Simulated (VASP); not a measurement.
# Pm (P6_3/mmc) in VASP: single point with PBE

Aim: the single point of Pm with PBE.

Everything below comes from runs of VASP 6.6.1. Logs are shortened: lines on timing, memory, paths and dates and some standing lists are left out, and cuts for length are marked.

### Step 1. Starting point

Symmetry: P6_3/mmc, No. 194, hexagonal system. The conventional cell has a = 3.782 Å, b = 3.782 Å, c = 6.031 Å, α = 90.00°, β = 90.00°, γ = 120.00°. Around Pm (site symmetry -6m2) lie 12 Pm at 3.72 to 3.78 Å.

The cell was built by a generator and needn't be a form met in nature.

### Step 2. Single point, PBE, collinear spin, typed start

Contents of INCAR:

```
SYSTEM = Pm
ALGO = Normal
EDIFF = 1E-7
ENCUT = 520
GGA = PE
ISIF = 2
ISMEAR = 0
ISPIN = 2
LASPH = .TRUE.
LCHARG = .FALSE.
LMAXMIX = 6
LORBIT = 11
LREAL = .FALSE.
LWAVE = .FALSE.
MAGMOM = 4 4
NBANDS = 26
NELM = 150
PREC = Accurate
SIGMA = 0.05
```

Contents of KPOINTS:

```
k-points
0
G
  6 6 4
  0 0 0
```

Contents of POSCAR:

```
Pm
1.0
    3.7819785624      0.0000000000      0.0000000000
   -1.8909892812      3.2752895116      0.0000000000
    0.0000000000      0.0000000000      6.0308132365
Pm
2
Direct
    0.3333333333      0.6666666667      0.7500000000
    0.6666666667      0.3333333333      0.2500000000
```

Potentials or basis: VASP PAW PBE potentials, release 64 (Pm).

On the command line:

```bash
cat potpaw_PBE.64/Pm/POTCAR > POTCAR
mpirun -np 1 vasp_std > vasp.out
```

OUTCAR:

```text
SYSTEM = Pm
   EDIFF = 1E-7
   ENCUT = 520
   GGA = PE
   ISIF = 2
   ISMEAR = 0
   ISPIN = 2
   LASPH = .TRUE.
   LORBIT = 11
   LREAL = .FALSE.
   NELM = 150
   PREC = Accurate

 ion  position               nearest neighbor table
   1  0.333  0.667  0.750-
   2  0.667  0.333  0.250-

  LATTYP: Found a hexagonal cell.
 ALAT       =     3.7819785624
 C/A-ratio  =     1.5946185672

  Lattice vectors:

 A1 = (   3.7819785624,   0.0000000000,   0.0000000000)
 A2 = (  -1.8909892812,   3.2752895116,   0.0000000000)
 A3 = (   0.0000000000,   0.0000000000,   6.0308132365)

Analysis of symmetry for initial positions (statically):
=====================================================================
 Subroutine PRICEL returns:
 Original cell was already a primitive cell.

 Routine SETGRP: Setting up the symmetry group for a
 hexagonal supercell.

 Subroutine GETGRP returns: Found 24 space group operations
 (whereof 12 operations were pure point group operations)
 out of a pool of 24 trial point group operations.

The static configuration has the point symmetry D_3d.
 The point group associated with its full space group is D_6h.

Analysis of symmetry for dynamics (positions and initial velocities):
=====================================================================
 Subroutine PRICEL returns:
 Original cell was already a primitive cell.

 Routine SETGRP: Setting up the symmetry group for a
 hexagonal supercell.

 Subroutine GETGRP returns: Found 24 space group operations
 (whereof 12 operations were pure point group operations)
 out of a pool of 24 trial point group operations.

The dynamic configuration has the point symmetry D_3d.
 The point group associated with its full space group is D_6h.

Analysis of structural, dynamic, and magnetic symmetry:
=====================================================================
 Subroutine PRICEL returns:
 Original cell was already a primitive cell.

 Routine SETGRP: Setting up the symmetry group for a
 hexagonal supercell.

 Subroutine GETGRP returns: Found 24 space group operations
 (whereof 12 operations were pure point group operations)
 out of a pool of 24 trial point group operations.

The overall configuration has the point symmetry D_3d.
 The point group associated with its full space group is D_6h.

 Subroutine INISYM returns: Found 24 space group operations
 (whereof 12 operations are pure point group operations),
[... 115 lines left out ...]
  Thomas-Fermi vector in A             =   2.343441
   LORBIT       =     11    0 simple, 1 ext, 2 COOP (PROOUT), +10 PAW based schemes
   GGA     = PE    functional components
   LHFCALC =     F    Hartree Fock is set to
   AEXX    =    0.0000 exact exchange contribution
   IVDW    =     0    specifies the selected vdW correction
   LEPSILON=     F    determine dielectric tensor
   LRPA    =     F    only Hartree local field effects (RPA)
 spin polarized calculation
 Gauss-broadening in eV      SIGMA  =   0.05
  energy-cutoff  :      520.00
  volume of cell :       74.70
 maximum number of plane-waves:      2037
   NGX = 15   NGY = 15   NGZ = 23

 number of electron      29.9999999 magnetization       9.0476077

 number of electron      29.9999997 magnetization      10.9950463

 Free energy of the ion-electron system (eV)
  ---------------------------------------------------
  ext. energy  EPLUGINS =         0.00000000
  ---------------------------------------------------
  free energy    TOTEN  =       -15.46799805 eV

  energy without entropy =      -15.44553037  energy(sigma->0) =      -15.45676421

 E-fermi :   5.2327     XC(G=0):  -9.4150

 val. band max:        5.2316750269   @ k =   0.0000   0.0000   0.0000
 cond. band min:       5.2337469377   @ k =   0.3333   0.0000   0.0000
 fundamental gap:      0.0020719109
 Fermi energy:         5.2327461666

 spin component 1

 k-point     1 :       0.0000    0.0000    0.0000
  band No.  band energies     occupation
      1     -33.4982      1.00000
      2     -33.4084      1.00000
      3     -14.3481      1.00000
      4     -13.6574      1.00000
      5     -13.6574      1.00000
      6     -13.5365      1.00000
[... 598 lines left out ...]
     25       5.5137      0.00000
     26       5.5137      0.00000
 Fermi energy:         5.2327461666

 spin component 2

 k-point     1 :       0.0000    0.0000    0.0000
  band No.  band energies     occupation
      1     -31.2837      1.00000
      2     -31.1815      1.00000
      3     -12.7168      1.00000
      4     -11.9645      1.00000
      5     -11.9645      1.00000
      6     -11.8348      1.00000
[... 598 lines left out ...]
     25       8.5514      0.00000
     26       8.5514      0.00000

------------------------ aborting loop because EDIFF is reached ----------------------------------------

  FORCE on cell =-STRESS in cart. coord.  units (eV):
  Direction    XX          YY          ZZ          XY          YZ          ZX
  --------------------------------------------------------------------------------------
  -------------------------------------------------------------------------------------
  Total       -0.0000854     -0.0000854      0.0164297      0.0000000     -0.0000000     -0.0000000
  in kB       -0.0018321     -0.0018321      0.3523674      0.0000000     -0.0000000     -0.0000000
  external PRESSURE =       0.1162344 kB  Pullay stress =       0.0000000 kB

 VOLUME and BASIS-vectors are now :
 -----------------------------------------------------------------------------
  energy-cutoff  :      520.00
  volume of cell :       74.70
      direct lattice vectors                 reciprocal lattice vectors
     3.781978562  0.000000000  0.000000000     0.264411864  0.152658261  0.000000000
    -1.890989281  3.275289512  0.000000000     0.000000000  0.305316521  0.000000000
     0.000000000  0.000000000  6.030813237     0.000000000  0.000000000  0.165815117

 POSITION                                       TOTAL-FORCE (eV/Angst)
 -----------------------------------------------------------------------------------
     -0.00000      2.18353      4.52311        -0.000000      0.000000      0.000000
      1.89099      1.09176      1.50770         0.000000     -0.000000      0.000000
 -----------------------------------------------------------------------------------
    total drift:                               -0.000000      0.000000     -0.000000

  FREE ENERGIE OF THE ION-ELECTRON SYSTEM (eV)
  ---------------------------------------------------
  free  energy   TOTEN  =       -15.4679980463 eV

  energy  without entropy=      -15.4455303701  energy(sigma->0) =      -15.45676421

 total charge

# of ion       s       p       d       f       tot
--------------------------------------------------
    1        2.048   5.495   0.440   4.409  12.391
    2        2.048   5.495   0.440   4.409  12.391
--------------------------------------------------
tot          4.096  10.989   0.879   8.818  24.783

 magnetization (x)

# of ion       s       p       d       f       tot
--------------------------------------------------
    1       -0.003   0.039   0.237   4.403   4.676
    2       -0.003   0.039   0.237   4.403   4.676
--------------------------------------------------
tot         -0.007   0.079   0.474   8.806   9.352
```

OSZICAR:

```text
N       E                     dE             d eps       ncg     rms          rms(c)
DAV:   1     0.328296110215E+03    0.32830E+03   -0.12138E+04  2200   0.174E+03
DAV:   2     0.381615460788E+02   -0.29013E+03   -0.27750E+03  2612   0.304E+02
[... 17 lines left out ...]
DAV:  20    -0.154679965436E+02   -0.83042E-04   -0.24175E-04  3746   0.137E-01    0.468E-02
DAV:  21    -0.154680173827E+02   -0.20839E-04   -0.64363E-05  3842   0.633E-02    0.137E-01
DAV:  22    -0.154679999776E+02    0.17405E-04   -0.44696E-05  3798   0.627E-02    0.532E-02
DAV:  23    -0.154679977210E+02    0.22566E-05   -0.10981E-05  4170   0.233E-02    0.229E-02
DAV:  24    -0.154679981140E+02   -0.39302E-06   -0.24578E-06  3636   0.116E-02    0.123E-02
DAV:  25    -0.154679980463E+02    0.67738E-07   -0.25857E-07  2700   0.515E-03
   1 F= -.15467998E+02 E0= -.15456764E+02  d E =-.224677E-01  mag=    10.9954
```

Run time: 3.3 min. Hardware: 1 thread of AMD EPYC 7R13 (Zen 3), shared host; peak memory 0.22 GiB.

What came out:

| Quantity | Value |
| --- | --- |
| Free energy | -15.4680 eV |
| Pressure | 0.0 GPa |
| Band gap on the k mesh | none (metal or under the smearing width) |
| Net moment | 11.00 μB per cell |
| Site moments | Pm +4.68 μB |
| Valence electrons inside the program's atomic spheres | Pm 12.39 |

Caveat: the magnetic or orbital state may not be the lowest; spin-orbit coupling is left out, which moves the levels of the heavy elements. The state reached can hang on the start; a lower one may exist.
